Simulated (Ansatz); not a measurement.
## CoO: zone-centre modes

The calculation used DFT PBEsol, scalar-relativistic, plane waves, PAW in Ansatz 0.2.0. The runs took a 420 eV cutoff, a Γ-centred 18×18×10 mesh and Gaussian smearing (0.15 eV). Collinear spins, started from moments -2.1, 2.1, 0.2, -0.2 μB in atom order; the magnetic state may not be the lowest.

The starting cell (relaxed at this level; this wurtzite form isn't the usual structure):

```
Co O
1.0
     3.05049    0.00000    0.00000
    -1.52525    2.64180    0.00000
     0.00000    0.00000    5.25354
Co O
2 2
Cartesian
  -1.5252 2.6418 0.0499
  0.0000 1.7612 2.6767
  -1.5252 2.6418 1.9202
  0.0000 1.7612 4.5469
```

Harmonic modes by finite displacements of 0.02 Å, without the LO–TO term.

Q: At this geometry, is the structure stable against these modes?

A: Yes: no mode is imaginary beyond 10 cm⁻¹, and only the three translations lie near zero.

Q: List the wavenumbers in cm⁻¹.

A: 0, 0, 0, 42, 42, 174, 328, 328, 396, 396, 446, 508.

Cost: 1 run of about 15 core-minutes, on Intel Xeon 6975P-C (Granite Rapids) (shared hosts).